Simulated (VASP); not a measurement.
Here is a VASP 6.6.1 calculation.

Contents of POSCAR:

```
Ba
1.0
   -2.5125000000      2.5125000000      2.5125000000
    2.5125000000     -2.5125000000      2.5125000000
    2.5125000000      2.5125000000     -2.5125000000
Ba
1
Direct
    0.0000000000      0.0000000000      0.0000000000
```

The input INCAR.step1:

```
SYSTEM = Ba
PREC = Accurate
ENCUT = 600
EDIFF = 1E-8
ISMEAR = 0
SIGMA = 0.1
LREAL = .False.
LASPH = .True.
NELM = 80
ALGO = Fast
ISIF = 3
LWAVE = .False.
LCHARG = .False.
GGA = CA
IBRION = 2
NSW = 40
EDIFFG = -0.002
```

INCAR.step2

```
SYSTEM = Ba
PREC = Accurate
ENCUT = 600
EDIFF = 1E-8
ISMEAR = 0
SIGMA = 0.1
LREAL = .False.
LASPH = .True.
NELM = 80
ALGO = Fast
ISIF = 3
LWAVE = .False.
LCHARG = .False.
GGA = CA
IBRION = 6
NFREE = 2
POTIM = 0.015
NSW = 1
```

File KPOINTS:

```
regular mesh
0
Gamma
  16 16 16
  0 0 0
```

Potentials or basis: VASP PAW LDA potentials, release 64 (Ba_sv).

The run is started by

```sh
$ cat potpaw_LDA.64/Ba_sv/POTCAR > POTCAR
$ cp INCAR.step1 INCAR
$ mpirun -np 1 vasp_std > vasp.out
$ cp CONTCAR POSCAR
$ cp INCAR.step2 INCAR
$ mpirun -np 1 vasp_std > vasp.out
```

**Question.** Estimate the elastic constants C11, C12, C44.

**Answer.** 14, 9, 12 GPa.

**Question.** Predict the Voigt bulk modulus.

**Answer.** 11 GPa.

**Question.** Estimate the space group after relaxing (to 0.05 Å).

**Answer.** Im-3m (No. 229).

Step by step:
```csv
step,energy change (eV),largest force (eV/Å),pressure (GPa),volume (Å³)
1,0.0000,0.0000,-1.30,63.44
2,-0.0300,0.0000,-0.75,58.83
3,-0.0409,0.0000,-0.12,54.93
4,-0.0411,0.0000,0.00,54.28
```

Spin-orbit coupling is left out, which matters for the levels of Ba.
